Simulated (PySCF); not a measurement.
Molecule: `Oc1ccccc1`, C6H6O.

Cartesian coordinates in Å; atom numbers follow the order of the lines, from 1:
```xyz
13

O     2.3708   -0.2876    0.0443
C     1.0240   -0.1993    0.0313
C     0.2924   -1.3915   -0.0091
C    -1.0975   -1.3502   -0.0234
C    -1.7764   -0.1304    0.0020
C    -1.0440    1.0540    0.0419
C     0.3494    1.0256    0.0565
H     2.7460    0.5987    0.0714
H     0.8361   -2.3378   -0.0285
H    -1.6594   -2.2870   -0.0546
H    -2.8678   -0.1048   -0.0092
H    -1.5589    2.0176    0.0619
H     0.9201    1.9592    0.0873
```

Geometry PBE0-D3(BJ)/def2-SVP throughout; GIAO in PySCF, gas phase, one conformer, non-relativistic; equivalent atoms averaged; basis pcSseg-1.

For orientation, PBE gives these absolute shieldings σ: O1 195.1, C2 20.0, C4/C6 47.7, C5 57.9, C3/C7 64.4, H10/H12 24.03, H11 24.39, H9/H13 24.61, H8 27.46 ppm.

A run gave: O1 196.1, C2 19.4, C4/C6 47.4, C5 57.7, C3/C7 64.1, H10/H12 24.11, H11 24.47, H9/H13 24.68, H8 27.53 ppm (absolute shieldings σ).

Q: Which functional was used in that run?
A. WP04
B. BHandHLYP
C. PBE0
D. BP86
E. CAM-B3LYP

A: D. O1 tells them apart best: BP86 gives 196.1, PBE0 gives 210.0, WP04 gives 202.1, BHandHLYP gives 221.8, CAM-B3LYP gives 216.5 ppm.
